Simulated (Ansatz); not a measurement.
## PbS in Ansatz: the effect of functional

The system is PbS.

```xyz
2
Lattice="2.0841 1.2033 3.4053 -2.0841 1.2033 3.4053 0.0000 -2.4065 3.4053" Properties=species:S:1:pos:R:3 pbc="T T T"
Pb    0.0000    0.0000   10.0173
S     0.0000    0.0000    4.8529
```

The cell is a database's computed one.

The cell isn't the ideal one: volume scaled by 0.96.

Alike in all runs:

| Item | Value |
| --- | --- |
| Program | Ansatz 0.2.0 |
| Task | single point |
| Potentials or basis | Ansatz PAW |
| k mesh | 8 × 8 × 8 |
| Occupations | fermi-dirac, width 0.05 eV |
| Spin | no spin polarisation |

**Question.** One run gave: gap on the mesh 0.21 eV; pressure 0.2 GPa; largest force 0.03 eV/Å. Which functional did it use?
A. r2SCAN
B. LDA
C. PBEsol

**Answer.** C.

| functional | cutoff | gap on the mesh (eV) | pressure (GPa) | largest force (eV/Å) |
| --- | --- | --- | --- | --- |
| PBEsol | 420 eV (not typed: the program's choice for these potentials) | 0.21 | 0.2 | 0.03 |
| LDA | 420 eV (not typed: the program's choice for these potentials) | 0.20 | -1.6 | 0.02 |
| r2SCAN | 500 eV (not typed: the program's choice for these potentials) | 0.55 | 2.5 | 0.03 |

Caveats: spin-orbit coupling is left out, which as a rule narrows the gap of such compounds by several tenths of an eV; the PAW data sets come from PBE, with cores solved anew for the run's functional, which leaves a small shift of forces and pressure.

A k mesh can miss the band edges.

Runs at the PBE level aren't shown here.
